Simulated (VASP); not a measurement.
# KBr (Pm-3m) in VASP: single point with LDA

Aim: the single point of KBr with LDA.

Everything below comes from runs of VASP 6.6.1. Logs are shortened: lines on timing, memory, paths and dates and some standing lists are left out, and cuts for length are marked.

## Step 1: Starting point

The structure is cubic, space group Pm-3m (No. 221). The conventional cell has a = 4.043 Å, b = 4.043 Å, c = 4.043 Å, α = 90.00°, β = 90.00°, γ = 90.00°. K (site symmetry m-3m) is surrounded by 8 Br at 3.50 Å. Br (site symmetry m-3m) has 8 K at 3.50 Å as nearest neighbours.

Measurements of this composition are mostly on another form, of space group No. 225.

## Step 2: Single point, LDA

Contents of INCAR:

```
SYSTEM = KBr
ALGO = Fast
EDIFF = 1E-6
ENCUT = 520
ISIF = 2
ISMEAR = 0
LASPH = .True.
LCHARG = .True.
LELF = .True.
LREAL = .False.
LVHAR = .True.
LWAVE = .False.
NBANDS = 15
NELM = 100
PREC = Accurate
SIGMA = 0.05
```

Contents of KPOINTS:

```
k-points
0
Gamma
  6 6 6
  0 0 0
```

Contents of POSCAR:

```
KBr
1.0
    4.0434990000      0.0000000000      0.0000000000
    0.0000000000      4.0434990000      0.0000000000
    0.0000000000      0.0000000000      4.0434990000
K Br
1 1
Direct
    0.0000000000      0.0000000000      0.0000000000
    0.5000000000      0.5000000000      0.5000000000
```

Potentials or basis: VASP PAW LDA potentials, release 64 (K_sv, Br).

On the command line:

```sh
> cat potpaw_LDA.64/K_sv/POTCAR potpaw_LDA.64/Br/POTCAR > POTCAR
> mpirun -np 1 vasp_std > vasp.out
```

OUTCAR:

```text
SYSTEM = KBr
   EDIFF = 1E-6
   ENCUT = 520
   ISIF = 2
   ISMEAR = 0
   LASPH = .True.
   LREAL = .False.
   NELM = 100
   PREC = Accurate

 ion  position               nearest neighbor table
   1  0.000  0.000  0.000-
   2  0.500  0.500  0.500-

  LATTYP: Found a simple cubic cell.
 ALAT       =     4.0434990000

  Lattice vectors:

 A1 = (   4.0434990000,   0.0000000000,   0.0000000000)
 A2 = (   0.0000000000,   4.0434990000,   0.0000000000)
 A3 = (   0.0000000000,   0.0000000000,   4.0434990000)

Analysis of symmetry for initial positions (statically):
=====================================================================
 Subroutine PRICEL returns:
 Original cell was already a primitive cell.

 Routine SETGRP: Setting up the symmetry group for a
 simple cubic supercell.

 Subroutine GETGRP returns: Found 48 space group operations
 (whereof 48 operations were pure point group operations)
 out of a pool of 48 trial point group operations.

The static configuration has the point symmetry O_h .

Analysis of symmetry for dynamics (positions and initial velocities):
=====================================================================
 Subroutine PRICEL returns:
 Original cell was already a primitive cell.

 Routine SETGRP: Setting up the symmetry group for a
 simple cubic supercell.

 Subroutine GETGRP returns: Found 48 space group operations
 (whereof 48 operations were pure point group operations)
 out of a pool of 48 trial point group operations.

The dynamic configuration has the point symmetry O_h .

 Subroutine INISYM returns: Found 48 space group operations
 (whereof 48 operations are pure point group operations),
 and found     1 'primitive' translations

----------------------------------------------------------------------------------------

                                     Primitive cell

  volume of cell :      66.1107

  direct lattice vectors                    reciprocal lattice vectors
     4.043499000  0.000000000  0.000000000     0.247310559  0.000000000  0.000000000
     0.000000000  4.043499000  0.000000000     0.000000000  0.247310559  0.000000000
     0.000000000  0.000000000  4.043499000     0.000000000  0.000000000  0.247310559

  length of vectors
     4.043499000  4.043499000  4.043499000     0.247310559  0.247310559  0.247310559

  position of ions in fractional coordinates (direct lattice)
     0.000000000  0.000000000  0.000000000
     0.500000000  0.500000000  0.500000000

  ion indices of the primitive-cell ions
[... 80 lines left out ...]
   PSTRESS=    0.0 pullay stress
   NELECT =      16.0000    total number of electrons
   NUPDOWN=      -1.0000    fix difference up-down
   EMIN   =  10.00;   EMAX   =-10.00  energy-range for DOS
   EFERMI =   0.00;   METHOD = LEGACY
   ISMEAR =     0;   SIGMA  =   0.05  broadening in eV -4-tet -1-fermi 0-gaus
   EFERMI_NEDOS =   21; number of points for ismear=-14 and -15
   IALGO  =     68    algorithm
   IMIX   =      4    mixing-type and parameters
     AMIX     =   0.40;   BMIX     =  1.00
     AMIX_MAG =   1.60;   BMIX_MAG =  1.00
  volume/ion in A,a.u.               =      33.06       223.07
  Fermi-wavevector in a.u.,A,eV,Ry     =   1.020213  1.927923 14.161412  1.040834
  Thomas-Fermi vector in A             =   2.153770
   LORBIT       =      0    0 simple, 1 ext, 2 COOP (PROOUT), +10 PAW based schemes
   GGA     = CA    functional components
   LHFCALC =     F    Hartree Fock is set to
   AEXX    =    0.0000 exact exchange contribution
   IVDW    =     0    specifies the selected vdW correction
   LEPSILON=     F    determine dielectric tensor
   LRPA    =     F    only Hartree local field effects (RPA)
 non-spin polarized calculation
 RMM-DIIS sequential band-by-band and
 Gauss-broadening in eV      SIGMA  =   0.05
  energy-cutoff  :      520.00
  volume of cell :       66.11
 maximum number of plane-waves:      1800
   NGX = 15   NGY = 15   NGZ = 15

 number of electron      15.9999999 magnetization

 Free energy of the ion-electron system (eV)
  ---------------------------------------------------
  ext. energy  EPLUGINS =         0.00000000
  ---------------------------------------------------
  free energy    TOTEN  =        -6.68452646 eV

  energy without entropy =       -6.68452646  energy(sigma->0) =       -6.68452646

 E-fermi :  -0.6226     XC(G=0):  -8.3171

 val. band max:       -0.9270848384   @ k =   0.5000   0.5000   0.0000
 cond. band min:       2.5544123364   @ k =   0.0000   0.0000   0.0000
 fundamental gap:      3.4814971748
 Fermi energy:        -0.6226422173

 k-point     1 :       0.0000    0.0000    0.0000
  band No.  band energies     occupation
      1     -29.2012      2.00000
      2     -13.7376      2.00000
      3     -12.8589      2.00000
      4     -12.8589      2.00000
      5     -12.8589      2.00000
      6      -1.1961      2.00000
      7      -1.1961      2.00000
      8      -1.1961      2.00000
      9       2.5544      0.00000
     10       4.6528      0.00000
     11       4.6528      0.00000
     12       8.5815      0.00000
     13       8.5815      0.00000
     14       8.5815      0.00000
[... 329 lines left out ...]
      2     -13.3673      2.00000
      3     -12.9765      2.00000
      4     -12.9765      2.00000
      5     -12.9765      2.00000
      6      -2.3911      2.00000
      7      -2.3911      2.00000
      8      -2.3911      2.00000
      9       6.1779      0.00000
     10       6.1779      0.00000
     11       6.1779      0.00000
     12       8.2661      0.00000
     13       8.2661      0.00000
     14       8.2661      0.00000
     15      10.1285      0.00000

------------------------ aborting loop because EDIFF is reached ----------------------------------------

  FORCE on cell =-STRESS in cart. coord.  units (eV):
  Direction    XX          YY          ZZ          XY          YZ          ZX
  --------------------------------------------------------------------------------------
  -------------------------------------------------------------------------------------
  Total       -1.0757897     -1.0757897     -1.0757897      0.0000000      0.0000000     -0.0000000
  in kB      -26.0714949    -26.0714949    -26.0714949      0.0000000      0.0000000     -0.0000000
  external PRESSURE =     -26.0714949 kB  Pullay stress =       0.0000000 kB

 VOLUME and BASIS-vectors are now :
 -----------------------------------------------------------------------------
  energy-cutoff  :      520.00
  volume of cell :       66.11
      direct lattice vectors                 reciprocal lattice vectors
     4.043499000  0.000000000  0.000000000     0.247310559  0.000000000  0.000000000
     0.000000000  4.043499000  0.000000000     0.000000000  0.247310559  0.000000000
     0.000000000  0.000000000  4.043499000     0.000000000  0.000000000  0.247310559

 POSITION                                       TOTAL-FORCE (eV/Angst)
 -----------------------------------------------------------------------------------
      0.00000      0.00000      0.00000         0.000000      0.000000      0.000000
      2.02175      2.02175      2.02175         0.000000      0.000000      0.000000
 -----------------------------------------------------------------------------------
    total drift:                                0.000000      0.000000     -0.000000

  FREE ENERGIE OF THE ION-ELECTRON SYSTEM (eV)
  ---------------------------------------------------
  free  energy   TOTEN  =        -6.6845264564 eV

  energy  without entropy=       -6.6845264564  energy(sigma->0) =       -6.68452646
```

OSZICAR:

```text
N       E                     dE             d eps       ncg     rms          rms(c)
DAV:   1     0.103064840261E+03    0.10306E+03   -0.68749E+03   600   0.942E+02
DAV:   2    -0.411579532453E+00   -0.10348E+03   -0.94211E+02   754   0.243E+02
DAV:   3    -0.667909113842E+01   -0.62675E+01   -0.62205E+01   845   0.514E+01
DAV:   4    -0.689175495057E+01   -0.21266E+00   -0.21263E+00   853   0.925E+00
DAV:   5    -0.689355833711E+01   -0.18034E-02   -0.18034E-02   873   0.922E-01    0.269E+00
RMM:   6    -0.672181247927E+01    0.17175E+00   -0.13005E-01   709   0.148E+00    0.203E+00
RMM:   7    -0.668725288797E+01    0.34560E-01   -0.79836E-02   802   0.120E+00    0.965E-01
RMM:   8    -0.668472619966E+01    0.25267E-02   -0.97248E-03   804   0.574E-01    0.878E-02
RMM:   9    -0.668446978088E+01    0.25642E-03   -0.14111E-03   854   0.221E-01    0.759E-02
RMM:  10    -0.668452389061E+01   -0.54110E-04   -0.40574E-04   847   0.139E-01    0.497E-02
RMM:  11    -0.668452421089E+01   -0.32028E-06   -0.11999E-04   941   0.605E-02    0.174E-02
RMM:  12    -0.668452302862E+01    0.11823E-05   -0.52772E-05   907   0.381E-02    0.352E-03
RMM:  13    -0.668452564460E+01   -0.26160E-05   -0.19697E-05   901   0.213E-02    0.330E-03
RMM:  14    -0.668452645637E+01   -0.81177E-06   -0.90874E-06   757   0.138E-02
   1 F= -.66845265E+01 E0= -.66845265E+01  d E =-.310438E-19
```

stdout:

```text
POSCAR found type information on POSCAR K Br
 POSCAR found :  2 types and       2 ions
 scaLAPACK will be used
 LDA part: xc-table for (Slater(with rela. corr.)+CA(PZ))
 , standard interpolation
 POSCAR, INCAR and KPOINTS ok, starting setup
 FFT: planning ... GRIDC
 FFT: planning ... GRID_SOFT
 FFT: planning ... GRID
 WAVECAR not read
 entering main loop
```

Wall time 29 s (1 thread of Intel Xeon Platinum 8259CL at 2.50GHz (Skylake/Cascade Lake), shared host); peak memory 0.15 GiB.

What came out:

```yaml
Free_energy: -6.6845 eV
Pressure: -2.6 GPa
Band_gap_on_the_k_mesh: 3.48 eV, indirect (least direct gap 3.75 eV)
```

Levels at points of the mesh, in eV from the valence-band top:
```
           k point  band 5  band 6  band 7  band 8  band 9  band 10  band 11  band 12
(0.00, 0.00, 0.00)  -11.93   -0.27   -0.27   -0.27    3.48     5.58     5.58     9.51
(0.50, 0.00, 0.00)  -11.77   -2.02   -0.24   -0.24    6.15     6.89     7.36     8.71
(0.50, 0.50, 0.00)  -11.90   -1.42   -1.42    0.00    4.90     6.23     7.85     7.85
(0.50, 0.50, 0.50)  -12.05   -1.46   -1.46   -1.46    7.11     7.11     7.11     9.19
```

A k mesh can miss the band edges. As with any semilocal functional, this LDA gap is likely too small.
